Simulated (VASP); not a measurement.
Runs of VASP 6.6.1 on CoPtO2. Symmetry: R-3m, No. 166, trigonal system. The conventional cell has a = 2.854 Å, b = 2.854 Å, c = 17.909 Å, α = 90.00°, β = 90.00°, γ = 120.00°. Co (site symmetry -3m) has 6 O at 1.91 Å as nearest neighbours. Pt (site symmetry -3m) is surrounded by 2 O at 2.01 Å. O (site symmetry 3m) is surrounded by 3 Co at 1.91 Å and 1 Pt at 2.01 Å. The cell is a database's computed one.

```tsv
cell	further INCAR settings	gap on the mesh (eV)	pressure (GPa)	largest force (eV/Å)
R-3m, 10.53 Å³/atom	ALGO = Fast; EDIFF = 1e-06; NBANDS = 24	none	0.2	0.02
R-3m, 10.53 Å³/atom	ALGO = Fast; EDIFF = 1e-07; NBANDS = 24	none	0.2	0.02
R-3m, 10.32 Å³/atom	ALGO = Fast; EDIFF = 1e-06; NBANDS = 24	none	4.9	0.02
R-3m, 10.11 Å³/atom	ALGO = Fast; EDIFF = 1e-06; NBANDS = 24	none	(a)	0.02
```

Alike in all rows: task single point; level PBE; potentials or basis VASP PAW PBE potentials, release 64 (Co, Pt, O); no spin polarisation; k mesh 14 × 14 × 14; cutoff (eV) 520; smearing gaussian 0.05 eV.

Question: Fill in the values left out.

Answer: (a) 10.4.

Caveats: an odd number of electrons without spin polarisation forces a metal; a magnetic or distorted state may lie lower; the run has no spin polarisation, though such a crystal can be magnetic; semilocal functionals often make such compounds metallic where correlation or magnetic order opens a gap, which also shifts bond lengths.

A k mesh can miss the band edges, and the runs leave out spin-orbit coupling on Pt.

A gap of «none» marks a metal or a gap under the smearing width.
